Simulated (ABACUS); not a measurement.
## CoO in ABACUS: the effect of functional

CoO:

```
CELL_PARAMETERS angstrom
0.00000 2.08799 2.08799
2.08799 0.00000 2.08799
2.08799 2.08799 0.00000
ATOMIC_POSITIONS crystal
Co 0.00000 0.00000 0.00000
O 0.50000 0.50000 0.50000
```

The cell isn't the ideal one: volume scaled by 0.94.

Alike in all runs:

- Program: ABACUS 3.10.1
- Task: equation of state
- Potentials or basis: SG15 ONCV 1.2 PBE
- Cutoff: 1320 eV
- Density cutoff: 5279 eV
- Basis: plane waves
- k mesh: 8 × 8 × 8
- Occupations: fermi-dirac, width 0.05 eV
- Spin: collinear spin, ferromagnetic start
- Starting moments: [2.0, 0.0] μB

```tsv
functional	pressure (GPa)	moment (μB)
LDA	?	?
PBEsol	0.6	2.85
r2SCAN	5.1	3.00
```

What does the run with functional LDA give?

Pressure -11.1 GPa; moment 2.60 μB.

Caveats: the potentials were made for another functional, which shifts forces and pressure; a cell with one magnetic atom can't hold antiferromagnetic order, which such compounds often take.
